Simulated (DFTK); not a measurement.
# Cs under changes of volume

One of the cells (122.477 Å³/atom); the others are scaled copies at fixed shape and fractional positions:

```xyz
1
Lattice="-3.1285 3.1285 3.1285 3.1285 -3.1285 3.1285 3.1285 3.1285 -3.1285" Properties=species:S:1:pos:R:3 pbc="T T T"
Cs    0.0000    0.0000    0.0000
```

- Program: DFTK 0.8.2
- Functional: PBE
- Potentials or basis: dojo.nc.sr.pbe.v0_4_1.standard.upf (PBE)
- Cutoff: 789 eV
- k mesh: 6 × 6 × 6
- Occupations: fermi-dirac, width 0.05 eV
- Spin: no spin polarisation

```tsv
volume (Å³/atom)	energy over the lowest point (meV/atom)	pressure (GPa)
115.128	0.30	0.0
117.578	0.00	0.0
120.027	0.30	0.0
122.477	1.16	-0.1
124.926	2.53	-0.1
127.376	?	?
129.825	6.62	-0.2
```

**Question.** What does the run at 127.376 Å³/atom give?

**Answer.** Energy over the lowest point 4.36 meV/atom; pressure -0.1 GPa.

Worked out: A Birch-Murnaghan fit of order 3 (a polynomial in V^(-2/3)) to the other rows has its minimum at 117.54 Å³/atom with B0 = V·E''(V) = 1.9 GPa and B' = 3.3. It gives 4.36 meV/atom at 127.376 Å³/atom, against the run's 4.36, and -dE/dV = -0.1 GPa, against -0.1.

Energies are extrapolated to zero smearing.
